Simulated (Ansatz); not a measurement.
Relaxed bulk BN:

Space group Fmm2 (No. 42). a = 2.508 Å, b = 6.679 Å, c = 4.338 Å, α = 90.00°, β = 90.00°, γ = 90.00°
| atom | site | symmetry | x | y | z |
| --- | --- | --- | --- | --- | --- |
| B | 4a | mm2 | 0.5000 | 0.0000 | 0.5001 |
| N | 4a | mm2 | 0.5000 | 0.0000 | 0.1666 |

Miller indices refer to the conventional cell of Fmm2 (No. 42), a = 2.508 Å, b = 6.679 Å, c = 4.338 Å, α = 90.00°, β = 90.00°, γ = 90.00°. The bulk's gap is 3.54 eV.

The (010) slab of 4 planes, 10.0 Å thick with 15 Å of vacuum as cut; outer planes BN (top) and BN (bottom).

Level of theory: DFT PBE+D3(BJ), scalar-relativistic, plane waves, PAW in Ansatz. Settings: cutoff 420 eV, Γ-centred mesh 12×12×1 on the computed 8-atom cell, Gaussian smearing of 0.05 eV; no spin polarisation. A dipole correction removes the field between periodic images along c.

Results for the relaxed slab:

```
Surface energy (mean of both faces)                : 0.17 J/m²
Gap of the slab on the mesh                        : 3.85 eV
Bulk valence band top under the vacuum level       : 5.63 eV
Bulk conduction band bottom under the vacuum level : 2.09 eV
```

Relaxation lowers the energy by 0.000 J/m² a face; the largest move is 0.015 Å.

```
plane (bottom to top) atoms spacing to next, bulk (Å) relaxed (Å) change (%) rumpling (Å)
                    1     BN                      3.339        3.353        +0.4         0.002
                    2     BN                      3.339        3.340         0.0         0.000
                    3     BN                      3.339        3.353        +0.4         0.000
                    4     BN                                                             0.002
```

The reference crystal is a form of BN, which isn't its usual structure.